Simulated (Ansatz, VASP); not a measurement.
# Cross-check of Ga2O3 (Ga2O3 (C2/m)) between VASP and Ansatz, part 2 of 2

Aim: how closely do two programs agree when they are given the same cell, functional and k mesh? The cell is taken from a series of runs on this material, whose earlier steps may have relaxed, scaled, displaced or heated it; both programs get it as it stands.

VASP 6.6.1 and Ansatz 0.2.0.

So far: The structure; Ansatz: single point, PBEsol.

### Step 3. VASP: single point, PBEsol

Level of this step: PBEsol; plane waves and PAW (Ga_d, O) (VASP).

The same cell, functional, mesh and smearing now go to VASP, with its own data sets.

Lines of VASP's logs that name or quote its potential files are left out, and so is its time.

File INCAR:

```
SYSTEM = Ga2O3
PREC = Accurate
ENCUT = 520
EDIFF = 1E-06
NELM = 120
ISMEAR = -1
SIGMA = 0.01
LREAL = Auto
ALGO = Normal
GGA = PS
NBANDS = 1020
LORBIT = 11
LWAVE = .FALSE.
LCHARG = .FALSE.
ISIF = 2
LASPH = .TRUE.
GGA_COMPAT = .FALSE.
EFERMI = MIDGAP
```

File POSCAR:

```
Ga2O3
1.0
    0.0000000000     15.2364910042      0.0000000000
   -2.7604537593      0.0000000000     11.2879152185
   12.2779581966     -3.0472982008      0.0078688676
Ga O
80 120
Direct
    0.0682600000      0.3427200000      0.3412800000
    0.1317400000      0.1572800000      0.1587200000
    0.1819000000      0.1023000000      0.4094900000
    0.0181000000      0.3977000000      0.0905100000
    0.0682600000      0.3427200000      0.8412800000
    0.1317400000      0.1572800000      0.6587200000
    0.1819000000      0.1023000000      0.9094900000
    0.0181000000      0.3977000000      0.5905100000
    0.0682600000      0.8427200000      0.3412800000
    0.1317400000      0.6572800000      0.1587200000
    0.1819000000      0.6023000000      0.4094900000
    0.0181000000      0.8977000000      0.0905100000
    0.0682600000      0.8427200000      0.8412800000
    0.1317400000      0.6572800000      0.6587200000
    0.1819000000      0.6023000000      0.9094900000
    0.0181000000      0.8977000000      0.5905100000
    0.2682600000      0.3427200000      0.3412800000
    0.3317400000      0.1572800000      0.1587200000
    0.3819000000      0.1023000000      0.4094900000
    0.2181000000      0.3977000000      0.0905100000
    0.2682600000      0.3427200000      0.8412800000
    0.3317400000      0.1572800000      0.6587200000
    0.3819000000      0.1023000000      0.9094900000
    0.2181000000      0.3977000000      0.5905100000
    0.2682600000      0.8427200000      0.3412800000
    0.3317400000      0.6572800000      0.1587200000
    0.3819000000      0.6023000000      0.4094900000
    0.2181000000      0.8977000000      0.0905100000
    0.2682600000      0.8427200000      0.8412800000
    0.3317400000      0.6572800000      0.6587200000
[... 164 atom lines left out ...]
    0.9007600000      0.8720400000      0.5037900000
    0.8992400000      0.6279600000      0.9962100000
    0.9653600000      0.7186200000      0.8267900000
    0.8346400000      0.7813800000      0.6732100000
    0.8330500000      0.5547600000      0.6652700000
    0.9669500000      0.9452400000      0.8347300000
```

File KPOINTS:

```
Automatic mesh
0
Gamma
1 1 1
0 0 0
```

The projector-augmented-wave data sets are Ga_d and O (PBE family, release 64).

The run is started by

```sh
export OMP_NUM_THREADS=3
mpirun -np 1 vasp_gam
```

Numbers of over 12 decimals in the logs are rounded to 6 here.

The log of the run:

```text
[banner, memory and clock lines left out]
running    1 mpi-ranks, on    1 nodes
[...]
Offloading initialized ...    1 GPUs detected
[...]
|                                                                             |
|               ----> ADVICE to this user running VASP <----                  |
|                                                                             |
|     You enforced a specific xc type in the INCAR file but a different       |
|     [... a line on the potential file left out ...]
|     I HOPE YOU KNOW WHAT YOU ARE DOING!                                     |
|                                                                             |

 LDA part: xc-table for (Slater+PW92), standard interpolation
 POSCAR, INCAR and KPOINTS ok, starting setup
[...]
entering main loop
       N       E                     dE             d eps       ncg     rms          rms(c)
DAV:   1     0.533154595182E+05    0.53315E+05   -0.64853E+05  2248   0.350E+03
DAV:   2     0.129314376713E+05   -0.40384E+05   -0.38800E+05  2040   0.987E+02
DAV:   3     0.752221728298E+03   -0.12179E+05   -0.11364E+05  2696   0.382E+02
DAV:   4    -0.129246275442E+04   -0.20447E+04   -0.19992E+04  2592   0.162E+02
[...]
DAV:  17    -0.127722827768E+04    0.22433E-05   -0.42834E-05  2696   0.138E-02    0.845E-03
DAV:  18    -0.127722827989E+04   -0.22181E-05   -0.13484E-05  2736   0.828E-03    0.250E-03
DAV:  19    -0.127722828011E+04   -0.21067E-06   -0.12524E-06  1312   0.615E-03
   1 F= -.12772283E+04 E0= -.12772283E+04  d E =0.000000E+00
```

From OUTCAR (step 3):

```text
  FREE ENERGIE OF THE ION-ELECTRON SYSTEM (eV)
  ---------------------------------------------------
  free  energy   TOTEN  =     -1277.2282801051 eV

  energy  without entropy=    -1277.2282801051  energy(sigma->0) =    -1277.22828011
```

The run ends at a pressure of 0.21 GPa, with forces up to 0.025 eV/Å.

### Step 4. Differences

Known differences besides the potentials themselves: the cutoff is 420 eV in Ansatz and 520 eV in VASP (PREC = Accurate, projectors in real space); Ansatz makes its cores anew for this functional, VASP keeps those of its PBE data sets. Total energies have different zeros and are not compared.

The two programs side by side:

| quantity | Ansatz | VASP | difference |
| --- | --- | --- | --- |
| gap on the k mesh (eV) | 2.236 | 2.232 | +0.004 |

A gap on the mesh is an upper bound, since the band edges may lie between its points.

### Step 5. Summary of results

```
difference in gap on the k mesh (single point, PBEsol) : 0.0035 eV
```

The difference in gap on the k mesh is 0.0035 eV (single point, PBEsol), within the 0.08 eV picked in this series as the mark of a large difference. How closely two codes agree says nothing of how well the functional describes the real material.

[Lines on the potential files, build, host, timing and source positions are cut from VASP's logs without a mark.]

[Logs are printed without paths, hosts, clocks, repeated set-up lines and the standing remarks that a program may print on its own settings, such as how far it seeks lower states.]

[Hosts, paths, dates, database ids (printed as entryN), source tags and the programs' standing remarks are cut or masked in the printed files.]
